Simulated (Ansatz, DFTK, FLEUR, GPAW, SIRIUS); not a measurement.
**One calculation of Li2S, 5 ways**

```
S Li
1.0
     0.00000    2.84450    2.84450
     2.84450    0.00000    2.84450
     2.84450    2.84450    0.00000
S Li
1 2
Direct
  0.00000 0.00000 0.00000
  0.75000 0.75000 0.75000
  0.25000 0.25000 0.25000
```

Alike in all runs: task equation of state; functional PBEsol; k mesh 8 × 8 × 8; occupations fermi-dirac, width 0.05 eV; no spin polarisation; no spin-orbit coupling.

```tsv
program and potentials	plane-wave cutoff (eV)	notes	equilibrium volume (Å³/atom)	bulk modulus (GPa)
SIRIUS, all-electron FP-LAPW, apw+lo standard	-	-	15.06	42.2
DFTK, PseudoDojo SR PBEsol 0.4.1 standard (PBEsol)	1007	-	?	?
Ansatz, all-electron LAPW, scalar-relativistic	-	-	15.06	42.1
GPAW, PAW data sets generated for this functional	800	-	15.14	42.0
FLEUR, all-electron, FLAPW	-	-	15.06	42.1
```

Q: Estimate from the other rows what the run with DFTK, PseudoDojo SR PBEsol 0.4.1 standard (PBEsol) gave.

A: Equilibrium volume 15.07 Å³/atom; bulk modulus 42.2 GPa. The other rows, which needn't bracket it: equilibrium volume 15.06 to 15.14; bulk modulus 42.0 to 42.2.
